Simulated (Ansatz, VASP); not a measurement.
Pt in VASP and in Ansatz

Contents of INCAR:

```
PREC = Accurate
ENCUT = 520
EDIFF = 1E-6
ISMEAR = 0
SIGMA = 0.15
LREAL = False
LASPH = True
NELM = 100
ALGO = Normal
ISIF = 2
LWAVE = False
LCHARG = False
GGA = PE
NBANDS = 17
```

The input KPOINTS:

```
Automatic mesh
0
Gamma
  18 18 10
```

Contents of POSCAR:

```
Pt
1.0
    2.6620000000      0.0000000000      0.0000000000
   -1.3310000000      2.3053596249      0.0000000000
    0.0000000000      0.0000000000      4.9009000000
Pt
2
Direct
    0.6666666667      0.3333333333      0.7500000000
    0.3333333333      0.6666666667      0.2500000000
```

Input for Ansatz:

```yaml
crystal:
  lattice:
    - [2.662, 0.0, 0.0]
    - [-1.331, 2.3053596249, 0.0]
    - [0.0, 0.0, 4.9009]
  atoms:
    - { symbol: Pt, position: [0.6666666667, 0.3333333333, 0.75] }
    - { symbol: Pt, position: [0.3333333333, 0.6666666667, 0.25] }
basis:
  ecutwfc: 420
kpoints:
  mp_grid: { grid: [18, 18, 10] }
hamiltonian:
  xc: pbe
scf:
  occupations: { method: gaussian, width: 0.15 }
output:
  forces: true
  stress: true
  eigenvalues: true
```

Alike in both runs: task single point; functional PBE; k mesh 18 × 18 × 10; occupations gaussian, width 0.15 eV; no spin polarisation.

|  | VASP | Ansatz |
| --- | --- | --- |
| version | VASP 6.6.1 | Ansatz 0.2.0 |
| potentials or method | VASP PAW PBE potentials, release 64 (Pt) | scalar-relativistic, plane waves, PAW |
| plane-wave cutoff (eV) | 520 | 420 |
| valence electrons in the cell | 20 | 36 |

Ansatz gave:

```
gap on the k mesh at the Fermi level (eV)       : none
pressure (GPa)                                  : 16.1
largest component of the traceless stress (GPa) : 13.02
```

**Question.** Which values does VASP return?

**Answer.** gap on the k mesh at the Fermi level (eV): none; pressure (GPa): 15.5; largest component of the traceless stress (GPa): 13.00.

A gap of «none» marks a metal or a gap that the smearing closes. The functional is the same, so the differences come from potentials, cutoffs and numerics. The two sets of potentials don't hold the same shells in valence.

Caveats: so large a pressure means that the cell lies far from this level's equilibrium, or that cutoff or potentials fall short (VASP). Spin-orbit coupling is left out, which matters for the levels of Pt.
